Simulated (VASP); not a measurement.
Output of a VASP run:

File OUTCAR:
```


   1 f  =    1.421429 THz     8.931099 2PiTHz   47.413752 cm-1     5.878553 meV
             X         Y         Z           dx          dy          dz
      4.655096  4.648075  4.663820    -0.396244   -0.574752   -0.090907
      2.342719  2.349740  2.333995     0.398859    0.580408    0.091788

   2 f  =    1.409916 THz     8.858764 2PiTHz   47.029739 cm-1     5.830942 meV
             X         Y         Z           dx          dy          dz
      4.655096  4.648075  4.663820    -0.025549   -0.092215    0.693903
      2.342719  2.349740  2.333995     0.025599    0.094138   -0.706983

   3 f  =    1.405736 THz     8.832497 2PiTHz   46.890290 cm-1     5.813652 meV
             X         Y         Z           dx          dy          dz
      4.655096  4.648075  4.663820     0.577019   -0.391565   -0.031243
      2.342719  2.349740  2.333995    -0.591307    0.402614    0.031756

   4 f/i=    0.001834 THz     0.011521 2PiTHz    0.061165 cm-1     0.007583 meV
             X         Y         Z           dx          dy          dz
      4.655096  4.648075  4.663820     0.548939   -0.459030    0.028293
      2.342719  2.349740  2.333995     0.535009   -0.447392    0.027604

   5 f/i=    0.003136 THz     0.019703 2PiTHz    0.104602 cm-1     0.012969 meV
             X         Y         Z           dx          dy          dz
      4.655096  4.648075  4.663820    -0.073291   -0.043913    0.708531
      2.342719  2.349740  2.333995    -0.071891   -0.043125    0.695454

   6 f/i=    0.010263 THz     0.064485 2PiTHz    0.342342 cm-1     0.042445 meV
             X         Y         Z           dx          dy          dz
      4.655096  4.648075  4.663820    -0.450202   -0.543320   -0.080260
      2.342719  2.349740  2.333995    -0.446329   -0.538653   -0.079523

 ELASTIC MODULI CONTR FROM IONIC RELAXATION (kBar)
 Direction    XX          YY          ZZ          XY          YZ          ZX
 --------------------------------------------------------------------------------
 XX          -0.5944     -0.5619     -0.6096     -0.4694     -0.0630     -0.0359
 YY          -0.5619     -0.5387     -0.5806     -0.4810     -0.0592     -0.0377
 ZZ          -0.6096     -0.5806     -0.6278     -0.5034     -0.0588     -0.0353
 XY          -0.4694     -0.4810     -0.5034     -0.5555     -0.0128     -0.0231
 YZ          -0.0630     -0.0592     -0.0588     -0.0128     -0.3462     -0.2288
 ZX          -0.0359     -0.0377     -0.0353     -0.0231     -0.2288     -0.1534
 --------------------------------------------------------------------------------
```
(Selected blocks of OUTCAR.)

File POSCAR:
```
CsI
1
    4.6652100000     0.0000000000     0.0000000000
    0.0000000000     4.6652100000     0.0000000000
    0.0000000000     0.0000000000     4.6652100000
Cs I
1 1
Direct
 -0.0021680000  -0.0036730000  -0.0002980000
  0.5021680000   0.5036730000   0.5002980000
```

**Question.** Reconstruct the remaining input files.

**Answer.** This is not unique; one that fits is the input of the run itself, PBE GGA, plane waves, VASP's PBE PAW potentials (set 64).

File KPOINTS:
```
Automatic mesh
0
Gamma
5 5 5
0 0 0
```

### INCAR
```
! general
SYSTEM   = CsI
PREC     = Accurate
ENCUT    = 300
LREAL    = .FALSE.   ! projection in real space or not
LASPH    = .TRUE.   ! aspherical one-centre terms

! electronic loop
EDIFF    = 1E-8   ! SCF stop (eV)
NELM     = 100
ALGO     = Normal   ! blocked Davidson
LMAXMIX  = 4   ! l cut-off of mixed one-centre charges

! smearing
ISMEAR   = -1   ! Fermi-Dirac
SIGMA    = 0.05

! functional
GGA      = PE   ! PBE

! ions
IBRION   = 8   ! DFPT with symmetry
NSW      = 1
ISIF     = 2

! output
LWAVE    = .FALSE.
LCHARG   = .FALSE.

! other
LEPSILON = .TRUE.
```

POTCAR, in this order: Cs_sv I (PBE.64 set). Program: vasp_std.

At this cut-off the stress carries a Pulay error, which pulls relaxed volumes low.

The structure comes from a computed database's CsI entry; how it stands against other phases isn't given here. The cell was not relaxed at this level, atoms are displaced from their ideal sites. The run is one of a series of settings (EDIFF = 1E-8, IBRION = 8, LEPSILON = .TRUE., NSW = 1 against the base run), some of them coarse on purpose.
